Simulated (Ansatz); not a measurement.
# K2S (Fm-3m): equation of state

An exercise on one series of results from a longer session: the logs are not shown, and one member is left open.

Method: DFT PBE, scalar-relativistic, plane waves, PAW, in Ansatz 0.2.0.

1 further run of the same task is left out (set aside as unsound or not needed). Runs told in other sessions of the task aren't counted.

## The system as given

Symmetry: Fm-3m, No. 225, cubic system. The conventional cell has a = 7.463 Å, b = 7.463 Å, c = 7.463 Å, α = 90.00°, β = 90.00°, γ = 90.00°. K (site symmetry -43m) is surrounded by 4 S at 3.23 Å. Around S (site symmetry m-3m) lie 8 K at 3.23 Å.

As a file:

```
K S
1.0
     0.00000    3.73147    3.73147
     3.73147    0.00000    3.73147
     3.73147    3.73147    0.00000
K S
2 1
Cartesian
  1.8657 1.8657 1.8657
  5.5972 5.5972 5.5972
  0.0000 0.0000 0.0000
```

This cell comes from an earlier session at PBE: 34.638 Å³/atom at 0.00 GPa, on a 8×8×8 mesh.

Volume factors to run: 0.980, 1.020, 0.960, 1.040.

The first run:

input.yaml

```yaml
crystal:
  lattice:
    - [0.0, 3.7064210334, 3.7064210334]
    - [3.7064210334, 0.0, 3.7064210334]
    - [3.7064210334, 3.7064210334, 0.0]
  atoms:
    - { symbol: K, position: [0.25, 0.25, 0.25] }
    - { symbol: K, position: [0.75, 0.75, 0.75] }
    - { symbol: S, position: [0.0, 0.0, 0.0] }
basis:
  ecutwfc: 420
  ecutrho_ratio: 4
kpoints:
  mp_grid: { grid: [8, 8, 8] }
hamiltonian:
  xc: pbe
scf:
  occupations: { method: gaussian, width: 0.05 }
output:
  forces: true
  stress: true
  eigenvalues: true
```

The run is started by

```
$ ansatz run input.yaml --threads 2 --pin off --max-ram 2662MiB --backend cpu --events-out ev --progress --plain --runs-dir out
```

Among the steps run: At 0.980 of the relaxed volume; Volume × 1.020; Volume × 0.960; Volume × 1.040.

One table of the session follows, with a row left open; its other results are not shown here.

It belongs to the step «The fit». 

```
volume (Å³/atom)  energy (meV/atom)  pressure (GPa)  gap (eV)
          33.252               3.39            0.81      2.43
          33.945               0.82            0.39      2.37
          34.638               0.00            0.00      2.32
          35.330                  ?               ?         ?
          36.023               2.95           -0.66      2.22
```

**Question.** Estimate the row for volume (Å³/atom) = 35.330.

Worked estimate for «energy (meV/atom)». A straight line through the neighbours (34.638, 0.00) and (36.023, 2.95) gives 0.00 + (2.95 − 0.00) × (35.330 − 34.638) / (36.023 − 34.638) = 1.47; a parabola fitted to 3 rows on both sides gives 0.71.

The run gave: energy (meV/atom): 0.76; pressure (GPa): -0.35; gap (eV): 2.27. In «energy (meV/atom)» the line misses by +0.71 and the parabola by -0.05.
